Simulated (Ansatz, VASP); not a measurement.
One calculation of S, two programs

```
S
1.0
     0.00000    1.99435    1.99435
     1.99435    0.00000    1.99435
     1.99435    1.99435    0.00000
S
1
Direct
  0.00000 0.00000 0.00000
```

This isn't the form of S at room conditions, which is orthorhombic, of S8 rings.

Alike in both runs: task single point; functional PBE; dispersion D3(BJ); k mesh 20 × 20 × 20; occupations gaussian, width 0.15 eV; no spin polarisation.

|  | VASP | Ansatz |
| --- | --- | --- |
| version | VASP 6.6.1 | Ansatz 0.2.0 |
| potentials or method | VASP PAW PBE potentials, release 64 (S) | scalar-relativistic, plane waves, PAW |
| plane-wave cutoff (eV) | 520 | 420 |
| valence electrons in the cell | 6 | 6 |

Ansatz gave:

| Property | Result |
| --- | --- |
| gap on the k mesh at the Fermi level (eV) | none |
| pressure (GPa) | -3.9 |

Problem. Which values does VASP return?

Solution. gap on the k mesh at the Fermi level (eV): none; pressure (GPa): -4.0.

A gap of «none» marks a metal or a gap that the smearing closes. The functional is the same, so the differences come from potentials, cutoffs and numerics.

Caveats: pairwise dispersion overbinds metals, which lowers pressure and volume.
